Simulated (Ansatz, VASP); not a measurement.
## One calculation of S, two programs

Contents of INCAR:

```
SYSTEM = S
ALGO = Normal
EDIFF = 1E-6
ENCUT = 520
GGA = PS
ISIF = 2
ISMEAR = -1
LASPH = .True.
LCHARG = .False.
LREAL = .False.
LWAVE = .False.
NBANDS = 9
NELM = 80
PREC = Accurate
SIGMA = 0.08
```

KPOINTS

```
k-points
0
Gamma
  18 18 18
  0 0 0
```

Contents of POSCAR:

```
S
1.0
    0.0000000000      1.8514683206      1.8514683206
    1.8514683206      0.0000000000      1.8514683206
    1.8514683206      1.8514683206      0.0000000000
S
1
Direct
    0.0000000000      0.0000000000      0.0000000000
```

Input for Ansatz:

```yaml
crystal:
  lattice:
    - [0.0, 1.8514683206, 1.8514683206]
    - [1.8514683206, 0.0, 1.8514683206]
    - [1.8514683206, 1.8514683206, 0.0]
  atoms:
    - { symbol: S, position: [0.0, 0.0, 0.0] }
kpoints:
  mp_grid: { grid: [18, 18, 18] }
scf:
  occupations: { method: fermi_dirac, width: 0.08 }
hamiltonian:
  xc: pbesol
  pseudopotentials: { kind: all_electron, lapw: { basis_error: 0.001 } }
output:
  forces: true
  stress: true
  eigenvalues: true
  populations: true
```

Change from the starting cell: volume scaled by 0.85, LAPW.

Alike in both runs: task single point; functional PBEsol; k mesh 18 × 18 × 18; occupations fermi-dirac, width 0.08 eV; no spin polarisation.

|  | VASP | Ansatz |
| --- | --- | --- |
| version | VASP 6.6.1 | Ansatz 0.2.0 |
| potentials or method | VASP PAW PBE potentials, release 64 (S) | all-electron LAPW, scalar-relativistic |
| plane-wave cutoff (eV) | 520 | see its input |

```tsv
	VASP	Ansatz	Ansatz less VASP
pressure (GPa)	21.8	21.8	+0.02
```

Ansatz ran all-electron here, so the differences hold the error of VASP's frozen core and of both bases.

Caveats: so large a pressure means that the cell lies far from this level's equilibrium, or that cutoff or potentials fall short (VASP); the potentials were made for another functional, which shifts forces and pressure (VASP).
